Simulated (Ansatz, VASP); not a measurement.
Two plane-wave programs on SiO2

```
Si O
1.0
     0.00000    3.73005    3.73005
     3.73005    0.00000    3.73005
     3.73005    3.73005    0.00000
Si O
2 4
Direct
  0.25000 0.25000 0.25000
  0.00000 0.00000 0.00000
  0.62500 0.12500 0.12500
  0.12500 0.12500 0.12500
  0.12500 0.12500 0.62500
  0.12500 0.62500 0.12500
```

Alike in both runs: functional PBE; k mesh 6 × 6 × 6; occupations gaussian, width 0.02 eV; no spin polarisation.

Ansatz relaxed the structure, and its values are those at the end. VASP's run is a single point on that final structure, the one shown.

|  | VASP | Ansatz |
| --- | --- | --- |
| version | VASP 6.6.1 | Ansatz 0.2.0 |
| potentials or method | VASP PAW PBE potentials, release 64 (Si, O) | scalar-relativistic, plane waves, PAW |
| plane-wave cutoff (eV) | 520 | 420 |
| valence electrons in the cell | 32 | 32 |

```tsv
	VASP	Ansatz	Ansatz less VASP
gap on the k mesh at the Fermi level (eV)	5.37	5.37	+0.002
least direct gap on the mesh (eV)	5.38	5.38	+0.002
pressure (GPa)	0.1	0.0	-0.02
```

Ansatz warned: «xc_potential_rough_in_thin_density».

A k mesh can miss the band edges. PBE gaps usually lie below the measured ones, often by a third to a half.
